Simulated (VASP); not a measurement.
**CdS: relaxation of cell and atoms with PBE**

The system is CdS.

```
CELL_PARAMETERS angstrom
0.00000 2.91650 2.91650
2.91650 0.00000 2.91650
2.91650 2.91650 0.00000
ATOMIC_POSITIONS crystal
Cd 0.00000 0.00000 0.00000
S 0.75000 0.75000 0.75000
```

| Property | Result |
| --- | --- |
| Program | VASP 6.6.1 |
| Task | relaxation of cell and atoms |
| Functional | PBE |
| Potentials or basis | VASP PAW PBE potentials, release 64 (Cd, S) |
| Cutoff | 520 eV |
| k mesh | 8 × 8 × 8 |
| Occupations | gaussian, width 0.1 eV |
| Spin | no spin polarisation |
| Further INCAR settings | ALGO = Normal; EDIFF = 1e-06; IBRION = 2; EDIFFG = -0.01; NSW = 90; ISIF = 3 |

| Quantity | Value |
| --- | --- |
| Relaxed volume | 26.16 Å³/atom |
| Relaxed cell | a = 4.198 Å, b = 4.198 Å, c = 4.198 Å, α = 60.00°, β = 60.00°, γ = 60.00° |
| Space group after relaxing (to 0.05 Å) | F-43m (No. 216) |
| Energy gained by relaxing | 12.9 meV/atom |
| Ionic steps | 3 |
| Pressure after relaxing | 0.0 GPa |
| Band gap on the k mesh | 1.03 eV, direct |

The path:
| step | energy change (eV) | largest force (eV/Å) | pressure (GPa) | volume (Å³) |
| --- | --- | --- | --- | --- |
| 1 | 0.0000 | 0.0000 | 3.21 | 49.62 |
| 2 | -0.0230 | 0.0000 | -0.93 | 53.27 |
| 3 | -0.0258 | 0.0000 | 0.03 | 52.31 |

Final structure:
```cif
data_structure
_symmetry_space_group_name_H-M 'P 1'
_symmetry_Int_Tables_number 1
_cell_length_a 4.1980
_cell_length_b 4.1980
_cell_length_c 4.1980
_cell_angle_alpha 60.000
_cell_angle_beta 60.000
_cell_angle_gamma 60.000
_cell_volume 52.31
loop_
_atom_site_label
_atom_site_type_symbol
_atom_site_fract_x
_atom_site_fract_y
_atom_site_fract_z
_atom_site_occupancy
Cd1 Cd 0.00000 0.00000 0.00000 1
S1 S 0.75000 0.75000 0.75000 1
```

Levels at points of the mesh, in eV from the valence-band top:
| k point | band 6 | band 7 | band 8 | band 9 | band 10 | band 11 | band 12 | band 13 |
| --- | --- | --- | --- | --- | --- | --- | --- | --- |
| (0.00, 0.00, 0.00) | -7.14 | 0.00 | 0.00 | 0.00 | 1.03 | 6.55 | 6.55 | 6.55 |
| (0.50, 0.00, 0.00) | -6.81 | -4.09 | -0.68 | -0.68 | 2.93 | 7.00 | 7.00 | 7.31 |
| (0.50, 0.50, 0.00) | -6.75 | -3.72 | -1.70 | -1.70 | 3.64 | 4.27 | 9.02 | 10.46 |

It took 22 s on 1 thread of Intel(R) Xeon(R) Platinum 8488C (Sapphire Rapids), with other jobs on the host, peak memory 0.19 GiB.

Expect the measured gap to be larger: semilocal functionals such as PBE lack the derivative discontinuity. Zero-point motion and thermal expansion aren't in these numbers.
